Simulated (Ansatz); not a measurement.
CoSi2:

```xyz
3
Lattice="0.0000 2.6780 2.6780 2.6780 0.0000 2.6780 2.6780 2.6780 0.0000" Properties=species:S:1:pos:R:3 pbc="T T T"
Co    0.0000    0.0000    0.0000
Si    4.0170    4.0170    4.0170
Si    1.3390    1.3390    1.3390
```

Base run:

```yaml
Program: Ansatz 0.2.0
Functional: PBE
Potentials_or_basis: Ansatz PAW
Cutoff: "420 eV (not typed: the program's choice for these potentials)"
k_mesh: 7 × 7 × 7
Occupations: fermi-dirac, width 0.05 eV
Spin: collinear spin, ferromagnetic start
Starting_moments: "[0.5, 0.0, 0.0] μB"
Fixed_moment: 0.5 μB
```

Its results: pressure 1.2 GPa; site moments Co +0.28; Si +0.04 μB.

The run is repeated on the same cell with these changes: fixed moment from 0.5 μB to 3 μB; moments at the start from [0.5, 0.0, 0.0] to [3.0, 0.0, 0.0]. What comes out?

Pressure 25.4 GPa; site moments Co +1.65; Si +0.29 μB.

Caveats: the total moment is fixed, so each spin has its own Fermi level; the thresholds are loose for stress.
